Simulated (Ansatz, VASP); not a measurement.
This is a calculation of TiTe2 for VASP 6.6.1.

File INCAR:

```
SYSTEM = TiTe2
  PREC = Accurate
  ENCUT = 520
  EDIFF = 1E-7
  ISMEAR = -1
  SIGMA = 0.05
  LREAL = .FALSE.
  LASPH = .TRUE.
  NELM = 80
  ALGO = Normal
  ISIF = 2
  LWAVE = .FALSE.
  LCHARG = .FALSE.
  GGA = PE
  NBANDS = 19
```

Contents of KPOINTS:

```
Automatic mesh
0
G
  8 8 4
  0 0 0
```

File POSCAR:

```
TiTe2
1.0
    3.6998967326      0.0000000000      0.0000000000
   -1.8499483663      3.2042045618      0.0000000000
    0.0000000000      0.0000000000      6.3653505344
Te Ti
2 1
Direct
    0.3333333333      0.6666666667      0.7372000000
    0.6666666667      0.3333333333      0.2628000000
    0.0000000000      0.0000000000      0.0000000000
```

Potentials or basis: VASP PAW PBE potentials, release 64 (Te, Ti_sv).

Command:

```sh
$ cat potpaw_PBE.64/Te/POTCAR potpaw_PBE.64/Ti_sv/POTCAR > POTCAR
$ mpirun -np 1 vasp_std > vasp.out
```

Question: Translate it to Ansatz 0.2.0. Potentials there: Ansatz PAW.

Answer: As run (the cutoff follows the program's own potentials):

Contents of input.yaml:

```yaml
crystal:
  lattice:
    - [3.6998967326, 0.0, 0.0]
    - [-1.8499483663, 3.2042045618, 0.0]
    - [0.0, 0.0, 6.3653505344]
  atoms:
    - { symbol: Te, position: [0.3333333333, 0.6666666667, 0.7372] }
    - { symbol: Te, position: [0.6666666667, 0.3333333333, 0.2628] }
    - { symbol: Ti, position: [0.0, 0.0, 0.0] }
hamiltonian:
  xc: pbe
  pseudopotentials: { kind: paw }
kpoints:
  mp_grid: { grid: [8, 8, 4] }
scf:
  occupations: { method: fermi_dirac, width: 0.05 }
output:
  forces: true
  stress: true
  eigenvalues: true
```

Potentials or basis: Ansatz PAW.

Command:

```bash
$ ansatz run input.yaml --threads 2 --pin off --max-ram 5632MiB --backend cpu --events-out ev --progress --plain --runs-dir out
```

Both were run:

|  | VASP | Ansatz | Ansatz less VASP |
| --- | --- | --- | --- |
| gap on the k mesh at the Fermi level (eV) | none | none | - |
| pressure (GPa) | 5.5 | 5.5 | +0.03 |
| largest component of the traceless stress (GPa) | 0.70 | 0.70 | -0.002 |
| rms of the force components (eV/Å) | 0.277 | 0.273 | -0.0040 |

Atom by atom the forces differ by 0.004 eV/Å (rms over components). A gap of «none» marks a metal or a gap that the smearing closes. The functional is the same, so the differences come from potentials, cutoffs and numerics. The two sets of potentials don't hold the same shells in valence.

Caveats: this functional lacks dispersion, which binds the layers, so the pressure and a relaxed spacing across them are unreliable. Spin-orbit coupling is left out, which matters for the levels of Te.
